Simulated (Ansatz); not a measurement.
Here is an Ansatz 0.2.0 calculation.

The input input.yaml:

```yaml
crystal:
  lattice:
    - [-1.6749232544, 1.6749232544, 5.7401081759]
    - [1.6749232544, -1.6749232544, 5.7401081759]
    - [1.6749232544, 1.6749232544, -5.7401081759]
  atoms:
    - { symbol: Nb, position: [0.2498808, 0.7498808, 0.5] }
    - { symbol: Nb, position: [0.4998808, 0.4998808, 0.0] }
    - { symbol: P, position: [0.83274777, 0.33274777, 0.5] }
    - { symbol: P, position: [0.08274777, 0.08274777, 0.0] }
hamiltonian:
  xc: { exchange: pbe, correlation: pbe, exx: { coeff: 0.25, omega: 0.3 } }
  pseudopotentials: { kind: paw }
kpoints:
  mp_grid: { grid: [6, 6, 6] }
  band_path:
    path:
      - [[0.0, 0.0, 0.0], [-0.5, 0.5, 0.0], [-0.5, 0.5, -0.0425715708], [-0.2712857854, 0.2712857854, -0.2712857854], [0.0, 0.0, 0.0], [0.5, 0.5, -0.5], [0.2712857854, 0.7287142146, -0.7287142146], [0.0, 0.5, -0.5], [-0.25, 0.75, -0.25], [0.0425715708, 0.9574284292, -0.5], [0.5, 0.5, -0.5]]
      - [[-0.5, 0.5, 0.0], [-0.25, 0.75, -0.25]]
    npoints: 4
scf:
  occupations: { method: fermi_dirac, width: 0.05 }
  n_extra_bands: 10
output:
  forces: true
  stress: true
  eigenvalues: true
  fatbands: false
  write_density: true
  write_potential: true
  elf: true
  volumetric_format: npy
```

Potentials or basis: Ansatz PAW.

Run with:

```sh
$ ansatz run input.yaml --threads 2 --pin off --max-ram 5632MiB --backend cpu --events-out ev --progress --plain --runs-dir out
```

**Question.** Estimate the pressure.

**Answer.** -4.9 GPa.

**Question.** Estimate the band gap along the path.

**Answer.** None (metal or under the smearing width).

Stress tensor (GPa, compression positive):
```
-5.27  0.00  0.00
 0.00 -5.27  0.00
 0.00  0.00 -4.23
```

Caveat: the k mesh is coarse (spacing up to 0.44 Å⁻¹), so the values aren't converged, least of all with exact exchange; the PAW data sets come from PBE, with cores solved anew for the run's functional, which leaves a small shift of forces and pressure; the thresholds are loose for stress.
